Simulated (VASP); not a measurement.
**A VASP 6.6.1 single-point calculation on BN**

INCAR

```
PREC = Accurate
ISMEAR = -1
GGA = PE
LCHARG = .FALSE.
LREAL = .FALSE.
EDIFF = 1E-7
NSW = 0
ISYM = 0
IBRION = -1
ENCUT = 520
SIGMA = 0.02
LASPH = .TRUE.
NELM = 120
LWAVE = .FALSE.
ISIF = 2
NBANDS = 11
```

KPOINTS

```
KPOINTS created by Atomic Simulation Environment
0
Gamma
4 4 4
0 0 0
```

POSCAR

```
B  N
 1.0000000000000000
     0.0558742404000000    1.7885066867999999    1.7885066867999999
     1.7885066867999999    0.0558742404000000    1.7885066867999999
     1.7885066867999999    1.7885066867999999    0.0558742404000000
 B   N
   1   1
Cartesian
  0.0016139944794109  0.0016139944794109  0.0016139944794109
  0.9066079090205892  0.9066079090205892  0.9066079090205891
```

The recommended PBE PAW datasets give the neutral cell 8 valence electrons.

Command

```
mpirun -np 1 vasp_std
```

OSZICAR

```
N       E                     dE             d eps       ncg     rms          rms(c)
DAV:   1     0.113384554960E+02    0.11338E+02   -0.49630E+03   808   0.724E+02
DAV:   2    -0.178556166184E+02   -0.29194E+02   -0.28257E+02   929   0.170E+02
DAV:   3    -0.183437243974E+02   -0.48811E+00   -0.48759E+00   906   0.189E+01
DAV:   4    -0.183442173307E+02   -0.49293E-03   -0.49293E-03   879   0.675E-01
DAV:   5    -0.183442177521E+02   -0.42146E-06   -0.42147E-06   897   0.190E-02    0.727E+00
DAV:   6    -0.173236508760E+02    0.10206E+01   -0.28917E+00   810   0.103E+01    0.360E+00
DAV:   7    -0.172188142294E+02    0.10484E+00   -0.15847E-01   897   0.320E+00    0.206E+00
DAV:   8    -0.172019868706E+02    0.16827E-01   -0.41063E-02   846   0.151E+00    0.244E-01
DAV:   9    -0.172022304476E+02   -0.24358E-03   -0.95609E-04   834   0.281E-01    0.962E-02
DAV:  10    -0.172023153979E+02   -0.84950E-04   -0.12731E-04   834   0.955E-02    0.165E-02
DAV:  11    -0.172023203013E+02   -0.49034E-05   -0.80678E-06   915   0.243E-02    0.105E-02
DAV:  12    -0.172023204479E+02   -0.14659E-06   -0.11289E-06   846   0.782E-03    0.166E-03
DAV:  13    -0.172023204945E+02   -0.46512E-07   -0.48051E-08   483   0.204E-03
   1 F= -.17202320E+02 E0= -.17202320E+02  d E =-.927650E-14
```

Standard output (part)

```
POSCAR found type information on POSCAR B N
 POSCAR found :  2 types and       2 ions
 LDA part: xc-table for (Slater+PW92), standard interpolation
 POSCAR, INCAR and KPOINTS ok, starting setup
 WAVECAR not read
 entering main loop
```

From OUTCAR

```
k-points           NKPTS =     36   k-points in BZ     NKDIM =     36   number of bands    NBANDS=     11

   NELECT =       8.0000    total number of electrons

   dimension x,y,z NGX =    20 NGY =   20 NGZ =   20
   dimension x,y,z NGXF=    40 NGYF=   40 NGZF=   40

  energy-cutoff  :      520.00
  volume of cell :       10.91
      direct lattice vectors                 reciprocal lattice vectors
     0.055874240  1.788506687  1.788506687    -0.293016595  0.284139860  0.284139860
     1.788506687  0.055874240  1.788506687     0.284139860 -0.293016595  0.284139860
     1.788506687  1.788506687  0.055874240     0.284139860  0.284139860 -0.293016595

 k-points in reciprocal lattice and weights: KPOINTS created by Atomic Simulation Env
   0.00000000  0.00000000  0.00000000       0.016
   0.25000000 -0.00000000 -0.00000000       0.031
  -0.00000000  0.25000000 -0.00000000       0.031
  -0.00000000 -0.00000000  0.25000000       0.031
   0.50000000 -0.00000000 -0.00000000       0.016
  -0.00000000  0.50000000 -0.00000000       0.016
  -0.00000000 -0.00000000  0.50000000       0.016
   0.25000000  0.25000000 -0.00000000       0.031
   ...

 E-fermi :   9.1572

 k-point     1 :       0.0000    0.0000    0.0000
  band No.  band energies     occupation
      1     -12.7347      2.00000
      2       8.1967      2.00000
      3       8.5767      2.00000
      4       8.5767      2.00000
      5      16.4357      0.00000
      6      18.0655      0.00000
      7      18.0655      0.00000
      8      20.5104      0.00000
      9      34.6863      0.00000
     10      37.2213      0.00000
     11      37.2213      0.00000

 k-point     2 :       0.2500   -0.0000   -0.0000
  band No.  band energies     occupation
      1     -11.1134      2.00000
      2       2.7932      2.00000
      3       7.0296      2.00000
      4       7.2189      2.00000
      5      18.0301      0.00000
      6      19.2519      0.00000
      7      19.6663      0.00000
      8      23.4104      0.00000
      9      31.7895      0.00000
     10      33.0580      0.00000
     11      33.3278      0.00000

 k-point     3 :      -0.0000    0.2500   -0.0000
  band No.  band energies     occupation
      1     -11.1134      2.00000
      2       2.7932      2.00000
      3       7.0296      2.00000
      4       7.2189      2.00000
      5      18.0301      0.00000
      6      19.2519      0.00000
      7      19.6663      0.00000
      8      23.4104      0.00000
      9      31.7895      0.00000
     10      33.0580      0.00000
     11      33.3278      0.00000

 k-point     4 :      -0.0000   -0.0000    0.2500
  band No.  band energies     occupation
      1     -11.1134      2.00000
      2       2.7932      2.00000
      3       7.0296      2.00000
      4       7.2189      2.00000
      5      18.0301      0.00000
      6      19.2519      0.00000
      7      19.6663      0.00000
      8      23.4104      0.00000
      9      31.7895      0.00000
     10      33.0580      0.00000
     11      33.3278      0.00000

 k-point     5 :       0.5000   -0.0000   -0.0000
  band No.  band energies     occupation
      1      -7.9756      2.00000
      2      -2.9615      2.00000
      3       6.2043      2.00000
      4       6.2510      2.00000
      5      18.6160      0.00000
      6      19.7542      0.00000
      7      19.8608      0.00000
      8      24.5355      0.00000
      9      32.8088      0.00000
     10      35.6555      0.00000
     11      37.2816      0.00000

 ...

  Total        2.7650221      2.7650220      2.7650218     -1.1521540     -1.1521540     -1.1521541
  in kB      406.2041286    406.2041220    406.2040903   -169.2607543   -169.2607524   -169.2607592
  external PRESSURE =     406.2041136 kB  Pullay stress =       0.0000000 kB

 POSITION                                       TOTAL-FORCE (eV/Angst)
 -----------------------------------------------------------------------------------
      0.00161      0.00161      0.00161         0.031060      0.031060      0.031060
      0.90661      0.90661      0.90661        -0.031060     -0.031060     -0.031060
 -----------------------------------------------------------------------------------
    total drift:                                0.000001      0.000001      0.000000

  FREE ENERGIE OF THE ION-ELECTRON SYSTEM (eV)
  ---------------------------------------------------
  free  energy   TOTEN  =       -17.2023204945 eV

  energy  without entropy=      -17.2023204945  energy(sigma->0) =      -17.20232049
```

It converged. Results: gap between bands v and c on the k mesh 4.33 eV; least direct gap on the k mesh 7.86 eV; pressure 40.6 GPa; largest force 0.05 eV/Å. Band v is the last that the valence electrons fill when counted band by band, and c is the next.

These settings aren't sound, so the numbers aren't properties of the crystal.

On sound settings PBE gives a gap of 4.35 eV on its mesh and a pressure of 39.8 GPa for the intended cell.

The run took about 4.6 s on one core of a shared host (Intel Xeon Platinum 8488C) and held 0.12 GiB at most.
